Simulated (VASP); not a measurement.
# GaP (F-43m) in VASP: further runs

One crystal, GaP, is run at these levels: PBEsol, LDA, PBE, PBE+D3(BJ); tasks: relaxation of cell and atoms.

Everything below comes from runs of VASP 6.6.1. Logs are shortened: lines on timing, memory, paths and dates and some standing lists are left out, and cuts for length are marked.

**1. Starting point**

It takes space group F-43m (No. 216, cubic). Conventional cell: a = 5.452 Å, b = 5.452 Å, c = 5.452 Å, α = 90.00°, β = 90.00°, γ = 90.00°. Ga (site symmetry -43m) is surrounded by 4 P at 2.36 Å. P (site symmetry -43m) has 4 Ga at 2.36 Å as nearest neighbours.

The cell is a database's computed one.

**2. Relaxation of cell and atoms, PBEsol**

Input file INCAR:

```
SYSTEM = GaP
ALGO = Fast ; EDIFF = 1E-7
EDIFFG = -0.005 ; ENCUT = 600
GGA = PS ; IBRION = 2
ISIF = 3 ; ISMEAR = 0
LASPH = .True. ; LCHARG = .False.
LREAL = .False. ; LWAVE = .False.
NELM = 80 ; NSW = 90
PREC = Accurate ; SIGMA = 0.02
```

Input file KPOINTS:

```
k-points
0
Gamma
  8 8 8
  0 0 0
```

Input file POSCAR:

```
GaP
1.0
    0.0000000000      2.7258124900      2.7258124900
    2.7258124900      0.0000000000      2.7258124900
    2.7258124900      2.7258124900      0.0000000000
Ga P
1 1
Direct
    0.0000000000      0.0000000000      0.0000000000
    0.7500000000      0.7500000000      0.7500000000
```

Potentials or basis: VASP PAW PBE potentials, release 64 (Ga_d, P).

On the command line:

```console
> cat potpaw_PBE.64/Ga_d/POTCAR potpaw_PBE.64/P/POTCAR > POTCAR
> mpirun -np 1 vasp_std > vasp.out
```

OUTCAR:

```text
SYSTEM = GaP
   EDIFF = 1E-7
   EDIFFG = -0.005
   ENCUT = 600
   GGA = PS
   IBRION = 2
   ISIF = 3
   ISMEAR = 0
   LASPH = .True.
   LREAL = .False.
   NELM = 80
   NSW = 90
   PREC = Accurate

 ion  position               nearest neighbor table
   1  0.000  0.000  0.000-   2 2.36   2 2.36   2 2.36   2 2.36
   2  0.750  0.750  0.750-   1 2.36   1 2.36   1 2.36   1 2.36

  LATTYP: Found a face centered cubic cell.
 ALAT       =     5.4516249800

  Lattice vectors:

 A1 = (   0.0000000000,   2.7258124900,   2.7258124900)
 A2 = (   2.7258124900,   0.0000000000,   2.7258124900)
 A3 = (   2.7258124900,   2.7258124900,   0.0000000000)

Analysis of symmetry for initial positions (statically):
=====================================================================
 Subroutine PRICEL returns:
 Original cell was already a primitive cell.

 Routine SETGRP: Setting up the symmetry group for a
 face centered cubic supercell.

 Subroutine GETGRP returns: Found 24 space group operations
 (whereof 24 operations were pure point group operations)
 out of a pool of 48 trial point group operations.

The static configuration has the point symmetry T_d .

Analysis of symmetry for dynamics (positions and initial velocities):
=====================================================================
 Subroutine PRICEL returns:
 Original cell was already a primitive cell.

 Routine SETGRP: Setting up the symmetry group for a
 face centered cubic supercell.

 Subroutine GETGRP returns: Found 24 space group operations
 (whereof 24 operations were pure point group operations)
 out of a pool of 48 trial point group operations.

The dynamic configuration has the point symmetry T_d .

 Subroutine INISYM returns: Found 24 space group operations
 (whereof 24 operations are pure point group operations),
 and found     1 'primitive' translations

----------------------------------------------------------------------------------------

                                     Primitive cell

  volume of cell :      40.5059

  direct lattice vectors                    reciprocal lattice vectors
     0.000000000  2.725812490  2.725812490    -0.183431546  0.183431546  0.183431546
     2.725812490  0.000000000  2.725812490     0.183431546 -0.183431546  0.183431546
     2.725812490  2.725812490  0.000000000     0.183431546  0.183431546 -0.183431546

  length of vectors
     3.854880992  3.854880992  3.854880992     0.317712758  0.317712758  0.317712758

  position of ions in fractional coordinates (direct lattice)
     0.000000000  0.000000000  0.000000000
     0.750000000  0.750000000  0.750000000
[... 102 lines left out ...]
   GGA     = PS    functional components
   LHFCALC =     F    Hartree Fock is set to
   AEXX    =    0.0000 exact exchange contribution
   IVDW    =     0    specifies the selected vdW correction
   LEPSILON=     F    determine dielectric tensor
   LRPA    =     F    only Hartree local field effects (RPA)
 conjugate gradient relaxation of ions
 non-spin polarized calculation
 RMM-DIIS sequential band-by-band and
 Gauss-broadening in eV      SIGMA  =   0.02
  energy-cutoff  :      600.00
  volume of cell :       40.51
 maximum number of plane-waves:      1366
   NGX = 15   NGY = 15   NGZ = 15

--------------------------------------- Ionic step        1  -------------------------------------------

 number of electron      18.0000003 magnetization

 Free energy of the ion-electron system (eV)
  ---------------------------------------------------
  ext. energy  EPLUGINS =         0.00000000
  ---------------------------------------------------
  free energy    TOTEN  =        -9.92045926 eV

  energy without entropy =       -9.92045926  energy(sigma->0) =       -9.92045926

------------------------ aborting loop because EDIFF is reached ----------------------------------------

  FORCE on cell =-STRESS in cart. coord.  units (eV):
  Direction    XX          YY          ZZ          XY          YZ          ZX
  --------------------------------------------------------------------------------------
  -------------------------------------------------------------------------------------
  Total       -0.1704623     -0.1704623     -0.1704623      0.0000000      0.0000000     -0.0000000
  in kB       -6.7424993     -6.7424993     -6.7424993      0.0000000      0.0000000     -0.0000000
  external PRESSURE =      -6.7424993 kB  Pullay stress =       0.0000000 kB
[... 59 lines left out ...]
--------------------------------------- Ionic step        3  -------------------------------------------

 number of electron      18.0000006 magnetization

 Free energy of the ion-electron system (eV)
  ---------------------------------------------------
  ext. energy  EPLUGINS =         0.00000000
  ---------------------------------------------------
  free energy    TOTEN  =        -9.92116347 eV

  energy without entropy =       -9.92116347  energy(sigma->0) =       -9.92116347

 E-fermi :   4.7637     XC(G=0): -10.0554

 val. band max:        4.6462390771   @ k =   0.0000   0.0000   0.0000
 cond. band min:       6.1471837822   @ k =   0.5000   0.5000   0.0000
 fundamental gap:      1.5009447051
 Fermi energy:         4.7637369476

 k-point     1 :       0.0000    0.0000    0.0000
  band No.  band energies     occupation
      1      -9.9085      2.00000
      2      -9.9085      2.00000
      3      -9.9085      2.00000
      4      -9.8054      2.00000
      5      -9.8054      2.00000
      6      -7.9352      2.00000
      7       4.6462      2.00000
      8       4.6462      2.00000
      9       4.6462      2.00000
     10       6.4589      0.00000
     11       8.4708      0.00000
     12       8.4708      0.00000
     13       8.4708      0.00000
[... 354 lines left out ...]
  band No.  band energies     occupation
      1      -9.9997      2.00000
      2      -9.8767      2.00000
      3      -9.8640      2.00000
      4      -9.8110      2.00000
      5      -9.7980      2.00000
      6      -5.4047      2.00000
      7      -1.8635      2.00000
      8       1.3774      2.00000
      9       2.6634      2.00000
     10       8.0615      0.00000
     11       8.8342      0.00000
     12      11.0775      0.00000
     13      12.5063      0.00000

 [... further k-points ...]

------------------------ aborting loop because EDIFF is reached ----------------------------------------

  FORCE on cell =-STRESS in cart. coord.  units (eV):
  Direction    XX          YY          ZZ          XY          YZ          ZX
  --------------------------------------------------------------------------------------
  -------------------------------------------------------------------------------------
  Total       -0.0071369     -0.0071369     -0.0071369      0.0000000     -0.0000000      0.0000000
  in kB       -0.2846136     -0.2846136     -0.2846136      0.0000000     -0.0000000      0.0000000
  external PRESSURE =      -0.2846136 kB  Pullay stress =       0.0000000 kB
[... 17 lines left out ...]
  FREE ENERGIE OF THE ION-ELECTRON SYSTEM (eV)
  ---------------------------------------------------
  free  energy   TOTEN  =        -9.9211634686 eV

  energy  without entropy=       -9.9211634686  energy(sigma->0) =       -9.92116347

 reached required accuracy - stopping structural energy minimisation
```

CONTCAR:

```text
GaP
   1.00000000000000
    -0.0000000000000000    2.7183867358490481    2.7183867358490481
     2.7183867358490481    0.0000000000000000    2.7183867358490481
     2.7183867358490481    2.7183867358490481    0.0000000000000000
  Ga              P
     1     1
Direct
     0.0000000000000000    0.0000000000000000    0.0000000000000000
     0.7500000000000000    0.7500000000000000    0.7500000000000000

  0.00000000E+00  0.00000000E+00  0.00000000E+00
  0.00000000E+00  0.00000000E+00  0.00000000E+00
```

It took 33 s on 1 thread of Intel Xeon Platinum 8488C (Sapphire Rapids), shared host; peak memory 0.18 GiB.

Results:

* Free energy: -9.9212 eV
* Relaxed volume: 20.09 Å³/atom
* Relaxed cell: a = 3.844 Å, b = 3.844 Å, c = 3.844 Å, α = 60.00°, β = 60.00°, γ = 60.00°
* Space group after relaxing (to 0.05 Å): F-43m (No. 216)
* Energy gained by relaxing: 0.4 meV/atom
* Ionic steps: 3
* Pressure after relaxing: 0.0 GPa
* Band gap on the k mesh: 1.50 eV, indirect (least direct gap 1.81 eV)

The path:
```
step  energy change (eV)  largest force (eV/Å)  pressure (GPa)  volume (Å³)
   1              0.0000                0.0000           -0.67        40.51
   2             -0.0005                0.0000            0.36        40.01
   3             -0.0007                0.0000           -0.03        40.18
```

Final structure:
```cif
data_structure
_symmetry_space_group_name_H-M 'P 1'
_symmetry_Int_Tables_number 1
_cell_length_a 3.8444
_cell_length_b 3.8444
_cell_length_c 3.8444
_cell_angle_alpha 60.000
_cell_angle_beta 60.000
_cell_angle_gamma 60.000
_cell_volume 40.18
loop_
_atom_site_label
_atom_site_type_symbol
_atom_site_fract_x
_atom_site_fract_y
_atom_site_fract_z
_atom_site_occupancy
Ga1 Ga 0.00000 0.00000 0.00000 1
P1 P 0.75000 0.75000 0.75000 1
```

Caveat: the PAW data sets were made with another functional, which shifts forces and pressure a little. A k mesh can miss the band edges.

(Part 1 of 3 ends here.)
